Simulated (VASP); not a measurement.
TiSi:

```
Ti Si
1.0
     1.81618   -2.11762    0.00000
     1.81618    2.11762    0.00000
     0.00000    0.00000    3.80393
Ti Si
1 1
Direct
  0.50000 0.50000 0.00000
  0.00000 0.00000 0.50000
```

The cell comes from a database or a generator and needn't be the stable form of this composition.

```yaml
Program: VASP 6.6.1
Task: single point
Functional: PBEsol
Potentials_or_basis: VASP PAW PBE potentials, release 64 (Ti_sv, Si)
Cutoff: 520 eV
k_mesh: 10 × 10 × 7
Occupations: fermi-dirac, width 0.05 eV
Spin: no spin polarisation
```

On this cell: pressure -4.3 GPa; largest force under 0.003 eV/Å; band gap on the k mesh none (metal or under the smearing width).

The same run follows on a disturbed copy (atoms moved at random, drawn with an rms of 0.05 Å):

```
Ti Si
1.0
     1.81618   -2.11762    0.00000
     1.81618    2.11762    0.00000
     0.00000    0.00000    3.80393
Ti Si
1 1
Direct
  0.49956 0.50879 0.99349
  0.00715 0.00415 0.48948
```

Problem. What does the disturbed cell give?

Solution. The energy (extrapolated to zero smearing) moves by +0.7 meV/atom; pressure -4.2 GPa; largest force 0.130 eV/Å; band gap on the k mesh none (metal or under the smearing width).

Forces in eV/Å, atoms in the order of the input:
```
Ti   0.032 -0.025 -0.124
Si  -0.032  0.025  0.124
```

Stress tensor (GPa, compression positive):
```
-4.66  0.00 -0.01
 0.00 -4.35  0.03
-0.01  0.03 -3.68
```

Caveats: the PAW data sets were made with another functional, which shifts forces and pressure a little.
